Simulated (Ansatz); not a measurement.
# Ga2N: the cost of one run

Method: DFT PBE, scalar-relativistic, plane waves, PAW, in Ansatz 0.2.0.

1 further run of the same task is left out (it didn't finish).

## (1) The structure to begin with

It takes space group C222 (No. 21, orthorhombic). Conventional cell: a = 3.785 Å, b = 5.084 Å, c = 4.359 Å, α = 90.00°, β = 90.00°, γ = 90.00°. Ga (site symmetry 2) has 2 N at 2.01 Å as nearest neighbours. Around N (site symmetry 222) lie 4 Ga at 2.01 Å.

Coordinates:

```cif
data_structure
_symmetry_space_group_name_H-M 'C222'
_symmetry_Int_Tables_number 21
_cell_length_a 3.7847
_cell_length_b 5.0844
_cell_length_c 4.3587
_cell_angle_alpha 90.000
_cell_angle_beta 90.000
_cell_angle_gamma 90.000
_cell_volume 83.88
loop_
_atom_site_label
_atom_site_type_symbol
_atom_site_symmetry_multiplicity
_atom_site_Wyckoff_symbol
_atom_site_fract_x
_atom_site_fract_y
_atom_site_fract_z
_atom_site_occupancy
Ga1 Ga 4 k 0.25000 0.25000 0.21689 1
N1 N 2 d 0.00000 0.00000 0.50000 1
```

It is the end of an earlier relaxation with the same method, from a generated guess; it is a trial structure. At a tolerance of 0.05 Å it has space group C222 (No. 21); it has 13.98 Å³/atom, an uncorrected energy of +0.03 eV/atom over the elements.

## (2) Electronic structure at the relaxed geometry

input.yaml

```yaml
crystal:
  lattice:
    - [1.8923647364, -2.54221054, 0.0]
    - [1.8923647364, 2.54221054, 0.0]
    - [0.0, 0.0, 4.3587105648]
  atoms:
    - { symbol: Ga, position: [0.0, 0.5, 0.2168940739] }
    - { symbol: Ga, position: [0.5, 0.0, 0.7831059261] }
    - { symbol: "N", position: [0.0, 0.0, 0.5] }
basis:
  ecutwfc: 420
kpoints:
  mp_grid: { grid: [16, 16, 10] }
  band_path:
    path:
      - [[0.0, 0.0, 0.0], [-0.5, 0.5, 0.0], [-0.38852453, 0.61147547, 0.0]]
      - [[0.38852453, 0.38852453, 0.0], [0.0, 0.0, 0.0], [0.0, 0.0, 0.5], [0.38852453, 0.38852453, 0.5]]
      - [[-0.38852453, 0.61147547, 0.5], [-0.5, 0.5, 0.5], [-0.5, 0.5, 0.0]]
      - [[0.0, 0.0, 0.0], [0.0, 0.5, 0.0], [0.0, 0.5, 0.5], [0.0, 0.0, 0.5], [-0.5, 0.5, 0.5]]
    npoints: 14
hamiltonian:
  xc: pbe
scf:
  occupations: { method: gaussian, width: 0.1 }
  n_extra_bands: 7
output:
  forces: true
  stress: true
  eigenvalues: true
  populations: true
  dos: { projected: true, de: 0.02, nscf_kmesh: { grid: [20, 20, 12] } }
  bader: true
  write_density: true
  write_potential: true
  elf: true
  volumetric_format: npy
```

The run is started by

```bash
$ ansatz run input.yaml --threads 1 --pin off --max-ram 2560MiB --backend cpu --events-out ev --progress --plain --runs-dir out
```

Q: Estimate wall time and peak memory on 1 thread of Arm Neoverse V1, shared host.

About 2.3 min, with a peak of 0.71 GiB.
